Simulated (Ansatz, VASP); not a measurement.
SnSe2 in VASP and in Ansatz

```
CELL_PARAMETERS angstrom
3.76604 0.00000 0.00000
-1.88302 3.26148 0.00000
0.00000 0.00000 5.49735
ATOMIC_POSITIONS crystal
Sn 0.00000 0.00000 0.00000
Se 0.33333 0.66667 0.28867
Se 0.66667 0.33333 0.71133
```

Alike in both runs: functional PBE; dispersion D3(BJ); k mesh 12 × 12 × 6; occupations gaussian, width 0.02 eV; no spin polarisation.

Ansatz relaxed the structure, and its values are those at the end. VASP's run is a single point on that final structure, the one shown.

|  | VASP | Ansatz |
| --- | --- | --- |
| version | VASP 6.6.1 | Ansatz 0.2.0 |
| potentials or method | VASP PAW PBE potentials, release 64 (Sn_d, Se) | scalar-relativistic, plane waves, PAW |
| plane-wave cutoff (eV) | 520 | 420 |
| valence electrons in the cell | 26 | 46 |

Ansatz gave:

- gap on the k mesh at the Fermi level (eV): none
- pressure (GPa): 6.3
- rms of the force components (eV/Å): 0.000

Q: Which values does VASP return?

A: gap on the k mesh at the Fermi level (eV): none; pressure (GPa): 6.4; rms of the force components (eV/Å): 0.009.

A gap of «none» marks a metal or a gap that the smearing closes. The two sets of potentials don't hold the same shells in valence.

Caveats: pairwise dispersion overbinds metals, which lowers pressure and volume.
